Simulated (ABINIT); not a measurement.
# In (Im-3m) in ABINIT: notebook, part 2 of 2

ABINIT 10.8.3 (patched build). The steps go on from the part before.

### Step 3. Single point, PBE

Input file run.abi:

```
# Pseudopotentials
pp_dirpath "./"
pseudos "In.GGA_PBE-JTH.xml"

# Structure
acell 6.1616964885 6.1616964885 6.1616964885
rprim
    -0.5773502692     0.5773502692     0.5773502692
     0.5773502692    -0.5773502692     0.5773502692
     0.5773502692     0.5773502692    -0.5773502692
ntypat 1
znucl 49
natom 1
typat 1
xred
     0.0000000000     0.0000000000     0.0000000000

# Plane-wave basis
ecut 22.0
pawecutdg 44.0
pawxcdev 0

# k points
kptopt 1
ngkpt 10 10 10
nshiftk 1
shiftk 0.0 0.0 0.0

# Exchange and correlation
ixc 11

# Bands and occupations
nband 11
occopt 7
tsmear 0.00367493

# SCF cycle
nstep 100
tolvrs 1.0e-9

# Output
iomode 3
prtwf 0
prteig 0
prtebands 0
prtden 1
prtvha 1
prtvclmb 1
prtpot 1
```

Potentials or basis: JTH PAW PBE v2.0.

Started as:

```console
$ abinit run.abi > log 2>&1
```

Wall time 6.8 s (1 thread of Intel Xeon 6975P-C (Granite Rapids), shared host); peak memory 0.11 GiB.

Results (log left out):

- Free energy: -1579.3122 eV
- Pressure: 1.5 GPa
- Band gap on the k mesh: none (metal or under the smearing width)
- Valence electrons inside the program's atomic spheres: In 11.11 (radii [1.3264] Å)

Levels at points of the mesh, in eV from the Fermi level:
```csv
k point,band 3,band 4,band 5,band 6,band 7,band 8,band 9,band 10
"(0.00, 0.00, 0.00)",-14.60,-14.34,-14.34,-9.35,10.94,10.94,10.94,13.09
"(0.50, 0.00, 0.00)",-14.35,-14.34,-14.17,-3.86,-3.05,5.89,7.33,10.08
"(0.50, 0.50, 0.50)",-14.21,-14.21,-14.21,0.95,1.32,1.32,1.32,5.33
```

### Step 4. Single point, PBE

Edit run.abi of step 3 so:

```diff
@@ -33,3 +33,3 @@
 nband 11
-occopt 7
+occopt 4
 tsmear 0.00367493
```

Potentials or basis: JTH PAW PBE v2.0.

Started as:

```console
$ abinit run.abi > log 2>&1
```

run.abo:

```text
.Version 10.8.3 of ABINIT
 Symmetries : space group Im -3 m (#229); Bravais cI (body-center cubic)
================================================================================
 Values of the parameters that define the memory need of the present run
     intxc =       0    ionmov =       0      iscf =      17    lmnmax =      18
     lnmax =       6     mgfft =      27  mpssoang =       3    mqgrid =    3001
     natom =       1  nloc_mem =       2    nspden =       1   nspinor =       1
    nsppol =       1      nsym =      48    n1xccc =       1    ntypat =       1
    occopt =       4   xclevel =       2
       mpw =         913          nfft =       19683          nkpt =          47
 PAW method is used; the additional fine FFT grid is defined by:
   mgfftf=        40    nfftf =     64000
================================================================================
================================================================================

--------------------------------------------------------------------------------
------------- Echo of variables that govern the present computation ------------
--------------------------------------------------------------------------------
 -outvars: echo values of preprocessed input variables --------
            acell      6.1616964885E+00  6.1616964885E+00  6.1616964885E+00 Bohr
              amu      1.14820000E+02
             ecut      2.20000000E+01 Hartree
              ixc          11
         kptrlatt       10    0    0      0   10    0      0    0   10
          kptrlen      6.16169649E+01
            natom           1
            nband          11
            ngfft          27      27      27
          ngfftdg          40      40      40
             nkpt          47
            nstep         100
             nsym          48
           ntypat           1
           occopt           4
        pawecutdg      4.40000000E+01 Hartree
         pawxcdev           0
        prtebands           0
           prteig           0
           prtpot           1
         prtvclmb           1
           prtvha           1
            prtwf           0
            rprim     -5.7735026920E-01  5.7735026920E-01  5.7735026920E-01
                       5.7735026920E-01 -5.7735026920E-01  5.7735026920E-01
                       5.7735026920E-01  5.7735026920E-01 -5.7735026920E-01
          spgroup         229
           tolvrs      1.00000000E-09
           tsmear      3.67493000E-03 Hartree
[... 123 lines left out ...]
 frms,max,avg= 0.0000000E+00 0.0000000E+00   0.000E+00  0.000E+00  0.000E+00 h/b

 cartesian forces (eV/Angstrom) at end:
    1     -0.00000000000000    -0.00000000000000    -0.00000000000000
 frms,max,avg= 0.0000000E+00 0.0000000E+00   0.000E+00  0.000E+00  0.000E+00 e/A
 length scales=  6.161696488500  6.161696488500  6.161696488500 bohr
              =  3.260629360003  3.260629360003  3.260629360003 angstroms
 Fermi (or HOMO) energy (hartree) =   0.20703   Average Vxc (hartree)=  -0.37309
 Eigenvalues (hartree) for nkpt=  47  k points:
 kpt#   1, nband= 11, wtk=  0.00100, kpt=  0.0000  0.0000  0.0000 (reduced coord)
  -0.33009   -0.33009   -0.33009   -0.32040   -0.32040   -0.13708    0.60857    0.60857
   0.60857    0.68754    0.68754
      occupation numbers for kpt#   1
   2.00000    2.00000    2.00000    2.00000    2.00000    2.00000    0.00000    0.00000
   0.00000    0.00000    0.00000
 prteigrs : prtvol=0 or 1, do not print more k-points.

--- !EnergyTerms
iteration_state     : {dtset: 1, }
comment             : Components of total free energy in Hartree
kinetic             :  1.39630472234032E+01
hartree             :  1.91819591889913E+01
xc                  : -7.55677000525731E+00
Ewald energy        : -4.32212132936935E+01
psp_core            :  1.85142112799553E+00
local_psp           : -5.33707885510607E+01
PAW spherical_terms :  1.11138340466369E+01
internal            : -5.80385102629846E+01
'-kT*entropy'       : -7.79681758304791E-05
total_energy        : -5.80385882311605E+01
total_energy_eV     : -1.57931044152955E+03
...

--- !EnergyTermsDC
iteration_state     : {dtset: 1, }
comment             : '"Double-counting" decomposition of free energy'
band_energy         : -3.03891291534260E+00
Ewald energy        : -4.32212132936935E+01
psp_core            :  1.85142112799553E+00
xc_dc               : -2.20238584350852E+01
PAW spherical_terms :  8.39406253277701E+00
internal            : -5.80385009833488E+01
'-kT*entropy'       : -7.79681758304791E-05
total_energy_dc     : -5.80385789515246E+01
total_energy_dc_eV  : -1.57931018901780E+03
...

--- !EnergyTermsWithPAWCore
iteration_state     : {dtset: 1, }
comment             : 'Components of total free energy, including PAW core contributions'
Total energy        : -5.88172182873574E+03
Total energy DC     : -5.88172181945610E+03
Total energy (eV)   : -1.60049804473146E+05
Total energy DC (eV): -1.60049804220634E+05
...

 Cartesian components of stress tensor (hartree/bohr^3)
  sigma(1 1)= -5.06590635E-05  sigma(3 2)=  0.00000000E+00
  sigma(2 2)= -5.06590635E-05  sigma(3 1)=  0.00000000E+00
  sigma(3 3)= -5.06590635E-05  sigma(2 1)=  0.00000000E+00

-Cartesian components of stress tensor (GPa)         [Pressure=  1.4904E+00 GPa]
- sigma(1 1)= -1.49044111E+00  sigma(3 2)=  0.00000000E+00
- sigma(2 2)= -1.49044111E+00  sigma(3 1)=  0.00000000E+00
- sigma(3 3)= -1.49044111E+00  sigma(2 1)=  0.00000000E+00

== END DATASET(S) ==============================================================
================================================================================

 -outvars: echo values of variables after computation  --------
            acell      6.1616964885E+00  6.1616964885E+00  6.1616964885E+00 Bohr
           etotal     -5.8038578952E+01
            fcart     -0.0000000000E+00 -0.0000000000E+00 -0.0000000000E+00
            rprim     -5.7735026920E-01  5.7735026920E-01  5.7735026920E-01
                       5.7735026920E-01 -5.7735026920E-01  5.7735026920E-01
                       5.7735026920E-01  5.7735026920E-01 -5.7735026920E-01
           strten     -5.0659063511E-05 -5.0659063511E-05 -5.0659063511E-05
                       0.0000000000E+00  0.0000000000E+00  0.0000000000E+00
 Calculation completed.
```

Wall time 6.8 s (1 thread of Intel Xeon 6975P-C (Granite Rapids), shared host); peak memory 0.1 GiB.

Results:

* Free energy: -1579.3102 eV
* Pressure: 1.5 GPa
* Band gap on the k mesh: none (metal or under the smearing width)
* Valence electrons inside the program's atomic spheres: In 11.11 (radii [1.3264] Å)

### Step 5. Single point, PBE

Edit run.abi of step 4 so:

```diff
@@ -33,3 +33,3 @@
 nband 11
-occopt 4
+occopt 5
 tsmear 0.00367493
```

Started as:

```console
$ abinit run.abi > log 2>&1
```

Run time: 6.8 s. Hardware: 1 thread of Intel Xeon 6975P-C (Granite Rapids), shared host; peak memory 0.11 GiB.

The run converged. Its results:

```yaml
Free_energy: -1579.3102 eV
Pressure: 1.5 GPa
Band_gap_on_the_k_mesh: none (metal or under the smearing width)
Valence_electrons_inside_the_program's_atomic_spheres: In 11.11 (radii [1.3264] Å)
```

Levels at points of the mesh, in eV from the Fermi level:
```tsv
k point	band 2	band 3	band 4	band 5	band 6	band 7	band 8	band 9	band 10	band 11
(0.00, 0.00, 0.00)	-14.62	-14.62	-14.36	-14.36	-9.37	10.92	10.92	10.92	13.07	13.07
(0.50, 0.00, 0.00)	-14.65	-14.37	-14.36	-14.19	-3.88	-3.07	5.87	7.31	10.06	10.08
(0.50, 0.50, 0.50)	-14.72	-14.23	-14.23	-14.23	0.92	1.30	1.30	1.30	5.31	5.31
```

### Step 6. Single point, PBE

Edit run.abi of step 5 so:

```diff
@@ -33,3 +33,3 @@
 nband 11
-occopt 5
+occopt 6
 tsmear 0.00367493
```

Potentials or basis: JTH PAW PBE v2.0.

Started as:

```console
$ abinit run.abi > log 2>&1
```

Run time: 7 s. Hardware: 1 thread of Intel Xeon 6975P-C (Granite Rapids), shared host; peak memory 0.1 GiB.

The run converged. Its results:

```
Free energy                                           : -1579.3101 eV
Pressure                                              : 1.5 GPa
Band gap on the k mesh                                : none (metal or under the smearing width)
Valence electrons inside the program's atomic spheres : In 11.11 (radii [1.3264] Å)
```

Levels at points of the mesh, in eV from the Fermi level:
```tsv
k point	band 4	band 5	band 6	band 7	band 8	band 9
(0.00, 0.00, 0.00)	-14.34	-14.34	-9.35	10.94	10.94	10.94
(0.50, 0.00, 0.00)	-14.35	-14.18	-3.86	-3.06	5.88	7.32
(0.50, 0.50, 0.50)	-14.22	-14.22	0.94	1.31	1.31	1.31
```

### Step 7. Overview

| smearing | gap on the mesh (eV) | pressure (GPa) |
| --- | --- | --- |
| fermi-dirac 0.1 eV | none | 1.5 |
| gaussian 0.1 eV | none | 1.5 |
| cold (ABINIT) 0.1 eV | none | 1.5 |
| cold-b (ABINIT) 0.1 eV | none | 1.5 |
| methfessel-paxton 0.1 eV | none | 1.5 |

Alike in all rows: task single point; level PBE; potentials or basis JTH PAW PBE v2.0; no spin polarisation; cell as given; k mesh 10 × 10 × 10; cutoff (eV) 599.

Every run on the cell as given and a fine mesh finds a metal.

Absolute energies hang on the potentials; compare differences alone.
